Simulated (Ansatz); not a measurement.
The system is Si3N4.

```
CELL_PARAMETERS angstrom
4.13078 0.00000 0.00000
0.00000 4.13078 0.00000
0.00000 0.00000 4.13078
ATOMIC_POSITIONS crystal
Si 0.00000 0.00000 0.50000
Si 0.50000 0.00000 0.00000
Si 0.00000 0.50000 0.00000
N 0.23952 0.23952 0.76048
N 0.76048 0.76048 0.76048
N 0.23952 0.76048 0.23952
N 0.76048 0.23952 0.23952
```

The cell was built by a generator and needn't be a form met in nature.

- Program: Ansatz 0.2.0
- Task: relaxation of cell and atoms
- Functional: PBEsol
- Potentials or basis: Ansatz PAW
- Cutoff: 420 eV (not typed: the program's choice for these potentials)
- k mesh: 7 × 7 × 7
- Occupations: fermi-dirac, width 0.05 eV
- Spin: no spin polarisation

At the start: volume 10.07 Å³/atom.

Task: Where does the relaxation end?

Result: It ends after 7 steps and the volume is 9.88 Å³/atom (-1.9 %); space group P-43m (No. 215, to 0.05 Å).

Step by step:
```tsv
step	energy change (eV)	largest force (eV/Å)	volume (Å³)
1	0.0000	0.0523	70.48
2	-0.0157	0.0969	69.66
3	-0.0200	0.0329	69.21
4	-0.0202	0.0047	69.20
5	-0.0162	0.0046	69.20
6	-0.0163	0.0000	69.17
7	-0.0160	0.0001	69.17
```

Final structure:
```yaml
crystal:
  lattice:
    - [4.10499, 0.00000, 0.00000]
    - [0.00000, 4.10499, 0.00000]
    - [0.00000, 0.00000, 4.10499]
  atoms:
    - { symbol: Si, position: [0.00000, 0.00000, 0.50000] }
    - { symbol: Si, position: [0.50000, 0.00000, 0.00000] }
    - { symbol: Si, position: [0.00000, 0.50000, 0.00000] }
    - { symbol: N, position: [0.24032, 0.24032, 0.75968] }
    - { symbol: N, position: [0.75968, 0.75968, 0.75968] }
    - { symbol: N, position: [0.24032, 0.75968, 0.24032] }
    - { symbol: N, position: [0.75968, 0.24032, 0.24032] }
```

Caveat: the plane-wave basis is chosen anew once the cell has moved, so the energies of steps on either side of that aren't comparable; the pressure holds a Pulay correction of +0.5 GPa for the finite cutoff; the PAW data sets come from PBE, with cores solved anew for the run's functional, which leaves a small shift of forces and pressure.
